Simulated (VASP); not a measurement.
# BeSe (F-43m) in VASP: electric field gradients with r2SCAN

Aim: the electric field gradients of BeSe with r2SCAN.

All numbers are computed with VASP 6.6.1; they aren't measurements. Logs are shortened: lines on timing, memory, paths and dates and some standing lists are left out, and cuts for length are marked.

## Step 1: The structure

It takes space group F-43m (No. 216, cubic). Conventional cell: a = 5.070 Å, b = 5.070 Å, c = 5.070 Å, α = 90.00°, β = 90.00°, γ = 90.00°. Be (site symmetry -43m) has 4 Se at 2.20 Å as nearest neighbours. Around Se (site symmetry -43m) lie 4 Be at 2.20 Å.

## Step 2: Electric field gradients, r2SCAN

File POSCAR:

```
BeSe
1.0
    0.0000000000      2.5350000000      2.5350000000
    2.5350000000      0.0000000000      2.5350000000
    2.5350000000      2.5350000000      0.0000000000
Be Se
1 1
Direct
    0.0000000000      0.0000000000      0.0000000000
    0.7500000000      0.7500000000      0.7500000000
```

File INCAR.step1:

```
ALGO     = Normal         # electronic algorithm
EDIFF    = 1E-4           # SCF threshold, eV
ENCUT    = 520            # plane-wave cutoff, eV
GGA      = PE             # functional
ISMEAR   = -1             # smearing method
LASPH    = True           # aspherical terms in the spheres
LCHARG   = False          # write CHGCAR
LREAL    = False          # projectors in reciprocal space
LWAVE    = True           # write WAVECAR
NBANDS   = 11             # bands
NELM     = 80             # most SCF steps
PREC     = Accurate       # precision mode
SIGMA    = 0.03           # smearing width, eV
```

File INCAR.step2:

```
ALGO     = Normal         # electronic algorithm
EDIFF    = 1E-8           # SCF threshold, eV
ENCUT    = 520            # plane-wave cutoff, eV
ISIF     = 2              # what is computed and relaxed
ISMEAR   = -1             # smearing method
ISTART   = 1            
LASPH    = True           # aspherical terms in the spheres
LCHARG   = False          # write CHGCAR
LEFG     = True         
LMIXTAU  = True         
LREAL    = False          # projectors in reciprocal space
LWAVE    = False          # write WAVECAR
METAGGA  = R2SCAN         # meta-GGA
NBANDS   = 11             # bands
NELM     = 80             # most SCF steps
PREC     = Accurate       # precision mode
SIGMA    = 0.03           # smearing width, eV
```

File KPOINTS:

```
k-points
0
Gamma
  10 10 10
```

Potentials or basis: VASP PAW PBE potentials, release 64 (Be, Se).

Run with:

```
cat potpaw_PBE.64/Be/POTCAR potpaw_PBE.64/Se/POTCAR > POTCAR
cp INCAR.step1 INCAR
mpirun -np 1 vasp_std > vasp.out
cp INCAR.step2 INCAR
mpirun -np 1 vasp_std > vasp.out
```

OUTCAR:

```text
EDIFF = 1E-8
   ENCUT = 520
   ISIF = 2
   ISMEAR = -1
   ISTART = 1
   LASPH = True
   LREAL = False
   METAGGA = R2SCAN
   NELM = 80
   PREC = Accurate

 ion  position               nearest neighbor table
   1  0.000  0.000  0.000-   2 2.20   2 2.20   2 2.20   2 2.20
   2  0.750  0.750  0.750-   1 2.20   1 2.20   1 2.20   1 2.20

  LATTYP: Found a face centered cubic cell.
 ALAT       =     5.0700000000

  Lattice vectors:

 A1 = (   0.0000000000,   2.5350000000,   2.5350000000)
 A2 = (   2.5350000000,   0.0000000000,   2.5350000000)
 A3 = (   2.5350000000,   2.5350000000,   0.0000000000)

Analysis of symmetry for initial positions (statically):
=====================================================================
 Subroutine PRICEL returns:
 Original cell was already a primitive cell.

 Routine SETGRP: Setting up the symmetry group for a
 face centered cubic supercell.

 Subroutine GETGRP returns: Found 24 space group operations
 (whereof 24 operations were pure point group operations)
 out of a pool of 48 trial point group operations.

The static configuration has the point symmetry T_d .

Analysis of symmetry for dynamics (positions and initial velocities):
=====================================================================
 Subroutine PRICEL returns:
 Original cell was already a primitive cell.

 Routine SETGRP: Setting up the symmetry group for a
 face centered cubic supercell.

 Subroutine GETGRP returns: Found 24 space group operations
 (whereof 24 operations were pure point group operations)
 out of a pool of 48 trial point group operations.

The dynamic configuration has the point symmetry T_d .

 Subroutine INISYM returns: Found 24 space group operations
 (whereof 24 operations are pure point group operations),
 and found     1 'primitive' translations

----------------------------------------------------------------------------------------

                                     Primitive cell

  volume of cell :      32.5810

  direct lattice vectors                    reciprocal lattice vectors
     0.000000000  2.535000000  2.535000000    -0.197238659  0.197238659  0.197238659
     2.535000000  0.000000000  2.535000000     0.197238659 -0.197238659  0.197238659
     2.535000000  2.535000000  0.000000000     0.197238659  0.197238659 -0.197238659

  length of vectors
     3.585031381  3.585031381  3.585031381     0.341627378  0.341627378  0.341627378

  position of ions in fractional coordinates (direct lattice)
     0.000000000  0.000000000  0.000000000
     0.750000000  0.750000000  0.750000000

  ion indices of the primitive-cell ions
   primitive index   ion index
                 1           1
                 2           2

----------------------------------------------------------------------------------------

 KPOINTS: k-points

Automatic generation of k-mesh.
 Grid dimensions read from file:
 generate k-points for:   10   10   10

 Generating k-lattice:

  Cartesian coordinates                     Fractional coordinates (reciprocal lattice)
    -0.019723866  0.019723866  0.019723866     0.100000000  0.000000000  0.000000000
     0.019723866 -0.019723866  0.019723866     0.000000000  0.100000000  0.000000000
     0.019723866  0.019723866 -0.019723866     0.000000000  0.000000000  0.100000000

  Length of vectors
     0.034162738  0.034162738  0.034162738

  Shift w.r.t. Gamma in fractional coordinates (k-lattice)
     0.000000000  0.000000000  0.000000000

 Subroutine IBZKPT returns following result:
 ===========================================

 Found     47 irreducible k-points:

 Following reciprocal coordinates:
            Coordinates               Weight
  0.000000  0.000000  0.000000      1.000000
  0.100000  0.000000  0.000000      8.000000
  0.200000  0.000000  0.000000      8.000000
  0.300000  0.000000  0.000000      8.000000
  0.400000  0.000000  0.000000      8.000000
  0.500000  0.000000  0.000000      4.000000
[... 16 lines left out ...]
  0.300000  0.300000  0.000000      6.000000
  0.400000  0.300000  0.000000     24.000000
 [... further k-points ...]
   k-points           NKPTS =     47   k-points in BZ     NKDIM =     47   number of bands    NBANDS=     11
   number of dos      NEDOS =    301   number of ions     NIONS =      2
   total plane-waves  NPLWV =  21952
   dimension x,y,z NGX =    28 NGY =   28 NGZ =   28
   dimension x,y,z NGXF=    56 NGYF=   56 NGZF=   56
   ions per type =               1   1
   NGX,Y,Z   is equivalent  to a cutoff of  12.98, 12.98, 12.98 a.u.
   NGXF,Y,Z  is equivalent  to a cutoff of  25.97, 25.97, 25.97 a.u.
 SYSTEM =  unknown system
   PREC   = accura    normal or accurate (medium, high low for compatibility)
   ISTART =      1    job   : 0-new  1-cont  2-samecut
   ICHARG =      0    charge: 1-file 2-atom 10-const
   ISPIN  =      1    spin polarized calculation?
   LNONCOLLINEAR =      F non collinear calculations
   LSORBIT =      F    spin-orbit coupling
   LASPH  =      T    aspherical Exc in radial PAW
   ENCUT  =  520.0 eV  38.22 Ry    6.18 a.u.   6.67  6.67  6.67*2*pi/ulx,y,z
   NELM   =     80;   NELMIN=  2; NELMDL=  0     # of ELM steps
   EDIFF  = 0.1E-07   stopping-criterion for ELM
   LREAL  =      F    real-space projection
   EDIFFG = 0.1E-06   stopping-criterion for IOM
   NSW    =      0    number of steps for IOM
   IBRION =     -1    ionic relax: 0-MD 1-quasi-New 2-CG
   NFREE  =      0    steps in history (QN), initial steepest desc. (CG)
   ISIF   =      2    stress and relaxation
   ISYM   =      2    0-nonsym 1-usesym 2-fastsym
   POTIM  = 0.5000    time-step for ionic-motion
   TEBEG  =    0.0;   TEEND  =   0.0 temperature during run
   PSTRESS=    0.0 pullay stress
   NELECT =       8.0000    total number of electrons
   NUPDOWN=      -1.0000    fix difference up-down
   EMIN   =  10.00;   EMAX   =-10.00  energy-range for DOS
   EFERMI =   0.00;   METHOD = LEGACY
   ISMEAR =    -1;   SIGMA  =   0.03  broadening in eV -4-tet -1-fermi 0-gaus
   EFERMI_NEDOS =   21; number of points for ismear=-14 and -15
   IALGO  =     38    algorithm
   IMIX   =      4    mixing-type and parameters
     AMIX     =   0.40;   BMIX     =  1.00
     AMIX_MAG =   1.60;   BMIX_MAG =  1.00
  volume/ion in A,a.u.               =      16.29       109.93
  Fermi-wavevector in a.u.,A,eV,Ry     =   1.025141  1.937235 14.298549  1.050914
  Thomas-Fermi vector in A             =   2.158965
   LORBIT       =      0    0 simple, 1 ext, 2 COOP (PROOUT), +10 PAW based schemes
   METAGGA = R2SCAN    functional components
   LHFCALC =     F    Hartree Fock is set to
   AEXX    =    0.0000 exact exchange contribution
   IVDW    =     0    specifies the selected vdW correction
   LEPSILON=     F    determine dielectric tensor
   LRPA    =     F    only Hartree local field effects (RPA)
 non-spin polarized calculation
  energy-cutoff  :      520.00
  volume of cell :       32.58
 maximum number of plane-waves:       899
   NGX = 13   NGY = 13   NGZ = 13

 number of electron       8.0000001 magnetization

 Free energy of the ion-electron system (eV)
  ---------------------------------------------------
  ext. energy  EPLUGINS =         0.00000000
  ---------------------------------------------------
  free energy    TOTEN  =       -20.49960711 eV

  energy without entropy =      -20.49960711  energy(sigma->0) =      -20.49960711

 E-fermi :   4.1804     XC(G=0): -10.0408

 val. band max:        3.5405545723   @ k =   0.0000   0.0000   0.0000
 cond. band min:       6.5428006972   @ k =   0.5000   0.5000   0.0000
 fundamental gap:      3.0022461248
 Fermi energy:         4.1803692202

 k-point     1 :       0.0000    0.0000    0.0000
  band No.  band energies     occupation
      1     -11.0954      2.00000
      2       3.5406      2.00000
      3       3.5406      2.00000
      4       3.5406      2.00000
      5       9.0176      0.00000
      6       9.1129      0.00000
      7       9.1129      0.00000
      8       9.1129      0.00000
      9      16.7884      0.00000
     10      16.8093      0.00000
     11      16.8093      0.00000
[... 309 lines left out ...]
 k-point    24 :       0.4000    0.3000    0.0000
  band No.  band energies     occupation
      1      -9.5583      2.00000
      2      -1.0421      2.00000
      3       0.8555      2.00000
      4       1.1372      2.00000
      5       7.4567      0.00000
      6       9.1960      0.00000
      7      13.8525      0.00000
      8      14.0534      0.00000
      9      17.7290      0.00000
     10      19.6558      0.00000
     11      19.7194      0.00000

 [... further k-points ...]

------------------------ aborting loop because EDIFF is reached ----------------------------------------

  FORCE on cell =-STRESS in cart. coord.  units (eV):
  Direction    XX          YY          ZZ          XY          YZ          ZX
  --------------------------------------------------------------------------------------
  -------------------------------------------------------------------------------------
  Total        1.0390348      1.0390348      1.0390348      0.0000000     -0.0000000      0.0000000
  in kB       51.0948116     51.0948116     51.0948116      0.0000000     -0.0000000      0.0000000
  external PRESSURE =      51.0948116 kB  Pullay stress =       0.0000000 kB

 VOLUME and BASIS-vectors are now :
 -----------------------------------------------------------------------------
  energy-cutoff  :      520.00
  volume of cell :       32.58
      direct lattice vectors                 reciprocal lattice vectors
     0.000000000  2.535000000  2.535000000    -0.197238659  0.197238659  0.197238659
     2.535000000  0.000000000  2.535000000     0.197238659 -0.197238659  0.197238659
     2.535000000  2.535000000  0.000000000     0.197238659  0.197238659 -0.197238659

 POSITION                                       TOTAL-FORCE (eV/Angst)
 -----------------------------------------------------------------------------------
      0.00000      0.00000      0.00000        -0.000000     -0.000000     -0.000000
      3.80250      3.80250      3.80250         0.000000      0.000000      0.000000
 -----------------------------------------------------------------------------------
    total drift:                               -0.000000     -0.000000     -0.000000

  FREE ENERGIE OF THE ION-ELECTRON SYSTEM (eV)
  ---------------------------------------------------
  free  energy   TOTEN  =       -20.4996071101 eV

  energy  without entropy=      -20.4996071101  energy(sigma->0) =      -20.49960711

 Electric field gradients (V/A^2)
---------------------------------------------------------------------
 ion       V_xx      V_yy      V_zz      V_xy      V_xz      V_yz
---------------------------------------------------------------------
   1      -0.000    -0.000    -0.000     0.000     0.000     0.000
   2      -0.000    -0.000    -0.000    -0.000    -0.000    -0.000
---------------------------------------------------------------------

 Electric field gradients after diagonalization (V/A^2)
 (convention: |V_zz| > |V_xx| > |V_yy|)
----------------------------------------------------------------------
 ion       V_xx      V_yy      V_zz     asymmetry (V_yy - V_xx)/ V_zz
----------------------------------------------------------------------
   1      -0.000    -0.000     0.000       0.000
   2       0.000     0.000    -0.000       0.000
----------------------------------------------------------------------

           NMR quadrupolar parameters

 Cq : quadrupolar parameter    Cq=e*Q*V_zz/h
 eta: asymmetry parameters     (V_yy - V_xx)/ V_zz
 Q  : nuclear electric quadrupole moment in mb (millibarn)
----------------------------------------------------------------------
 ion       Cq(MHz)       eta       Q (mb)
----------------------------------------------------------------------
   1       0.000       0.000       1.000
   2      -0.000       0.000       1.000
----------------------------------------------------------------------
```

It took 82 s on 1 thread of Intel Xeon Platinum 8375C at 2.90GHz (Ice Lake), shared host; peak memory 0.17 GiB.

What came out:

| Item | Value |
| --- | --- |
| Free energy | -20.4996 eV |
| Pressure | 5.1 GPa |
| Band gap on the k mesh | 3.00 eV, indirect (least direct gap 5.48 eV) |

Levels at points of the mesh, in eV from the valence-band top:
```csv
k point,band 1,band 2,band 3,band 4,band 5,band 6,band 7,band 8,band 9
"(0.00, 0.00, 0.00)",-14.64,0.00,0.00,0.00,5.48,5.57,5.57,5.57,13.25
"(0.50, 0.00, 0.00)",-13.10,-6.16,-1.17,-1.17,5.11,6.54,6.54,10.93,14.89
"(0.50, 0.50, 0.00)",-12.57,-5.48,-2.89,-2.89,3.00,4.64,13.13,13.13,16.35
```

Electric field gradients, principal values (V/Å²):
| atom | Vxx | Vyy | Vzz |
| --- | --- | --- | --- |
| 1 Be | 0.000 | 0.000 | 0.000 |
| 2 Se | 0.000 | 0.000 | 0.000 |

Caveat: the PAW data sets were made with another functional, which shifts forces and pressure a little.
